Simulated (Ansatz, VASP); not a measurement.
## Two plane-wave programs on NaI

File POSCAR:

```
NaI
1.0
    0.0000000000      3.1673847169      3.1673847169
    3.1673847169      0.0000000000      3.1673847169
    3.1673847169      3.1673847169      0.0000000000
Na I
1 1
Direct
    0.0000000000      0.0000000000      0.0000000000
    0.5000000000      0.5000000000      0.5000000000
```

INCAR.step1

```
SYSTEM = NaI
  PREC = Accurate
  ENCUT = 520
  ISMEAR = 0
  SIGMA = 0.02
  LREAL = .False.
  LASPH = .True.
  NELM = 60
  NBANDS = 14
  GGA = PE
  ALGO = Normal
  EDIFF = 1E-4
  LWAVE = .True.
  LCHARG = .False.
```

File INCAR.step2:

```
SYSTEM = NaI
  PREC = Accurate
  ENCUT = 520
  EDIFF = 1E-6
  ISMEAR = 0
  SIGMA = 0.02
  LREAL = .False.
  LASPH = .True.
  NELM = 60
  ALGO = Normal
  ISIF = 2
  LWAVE = .False.
  LCHARG = .False.
  METAGGA = R2SCAN
  LMIXTAU = .True.
  NBANDS = 14
  ISTART = 1
```

File KPOINTS:

```
regular mesh
0
Gamma
  6 6 6
  0 0 0
```

Input for Ansatz:

```yaml
crystal:
  lattice:
    - [0.0, 3.1673847128, 3.1673847128]
    - [3.1673847128, 0.0, 3.1673847128]
    - [3.1673847128, 3.1673847128, 0.0]
  atoms:
    - { symbol: Na, position: [0.0, 0.0, 0.0] }
    - { symbol: I, position: [0.5, 0.5, 0.5] }
basis:
  ecutwfc: 500
kpoints:
  mp_grid: { grid: [6, 6, 6] }
hamiltonian:
  xc: r2scan
scf:
  occupations: { method: gaussian, width: 0.02 }
output:
  forces: true
  stress: true
  eigenvalues: true
  write_density: true
  write_potential: true
  elf: true
  volumetric_format: npy
```

Alike in both runs: task single point; functional r2SCAN; k mesh 6 × 6 × 6; occupations gaussian, width 0.02 eV; no spin polarisation.

|  | VASP | Ansatz |
| --- | --- | --- |
| version | VASP 6.6.1 | Ansatz 0.2.0 |
| potentials or method | VASP PAW PBE potentials, release 64 (Na_pv, I) | scalar-relativistic, plane waves, PAW |
| plane-wave cutoff (eV) | 520 | 500 |
| valence electrons in the cell | 14 | 26 |

```csv
,VASP,Ansatz,Ansatz less VASP
gap on the k mesh at the Fermi level (eV),4.65,4.64,-0.009
least direct gap on the mesh (eV),4.65,4.64,-0.009
pressure (GPa),1.1,1.2,+0.10
```

The two sets of potentials don't hold the same shells in valence.

Caveats: the PAW data sets were made with another functional, which shifts forces and pressure a little (VASP); spin-orbit coupling is left out, which moves the levels of the heavy elements. r2SCAN opens gaps a little over a GGA but as a rule still falls short of measured ones.
